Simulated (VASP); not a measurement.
The system is HfS2.

```xyz
3
Lattice="3.6397 0.0000 0.0000 -1.8198 3.1520 0.0000 0.0000 0.0000 6.0556" Properties=species:S:1:pos:R:3 pbc="T T T"
Hf    0.0000    0.0000    0.0000
S     1.8198    1.0507    4.6262
S     0.0000    2.1014    1.4294
```

The cell is a database's computed one.

* Program: VASP 6.6.1
* Task: relaxation of cell and atoms
* Functional: PBE
* Dispersion: D3(BJ)
* Potentials or basis: VASP PAW PBE potentials, release 64 (Hf_pv, S)
* Cutoff: 600 eV
* k mesh: 9 × 9 × 5
* Occupations: gaussian, width 0.03 eV
* Spin: no spin polarisation

At the start: pressure -1.0 GPa; volume 23.16 Å³/atom.

**Question.** Where does the relaxation end?

**Answer.** Over 13 steps the energy falls by 9.9 meV/atom and the volume is 21.55 Å³/atom (-6.9 %); space group P-3m1 (No. 164, to 0.05 Å).

Step by step:
| step | energy change (eV) | largest force (eV/Å) | pressure (GPa) | volume (Å³) |
| --- | --- | --- | --- | --- |
| 1 | 0.0000 | 0.1620 | -1.05 | 69.47 |
| 2 | -0.0063 | 0.3158 | 0.69 | 67.96 |
| 3 | -0.0064 | 0.2992 | 0.54 | 68.12 |
| 4 | -0.0120 | 0.1578 | 0.15 | 67.80 |
| 5 | -0.0134 | 0.0495 | -0.13 | 67.56 |
| 6 | -0.0167 | 0.0398 | -0.23 | 67.30 |
| 7 | -0.0244 | 0.0082 | -0.52 | 66.52 |
| 8 | -0.0259 | 0.0638 | -0.91 | 64.92 |
| 9 | -0.0279 | 0.0192 | -0.73 | 65.70 |
| 10 | -0.0287 | 0.1172 | 0.54 | 64.57 |
| 11 | -0.0292 | 0.0652 | 0.06 | 64.99 |
| 12 | -0.0296 | 0.0379 | 0.03 | 64.84 |
| 13 | -0.0298 | 0.0014 | 0.02 | 64.65 |

Final structure:
```yaml
crystal:
  lattice:
    - [3.59684, 0.00000, 0.00000]
    - [-1.79842, 3.11495, 0.00000]
    - [0.00000, 0.00000, 5.77000]
  atoms:
    - { symbol: Hf, position: [0.00000, 0.00000, 0.00000] }
    - { symbol: S, position: [0.66667, 0.33333, 0.74784] }
    - { symbol: S, position: [0.33333, 0.66667, 0.25216] }
```
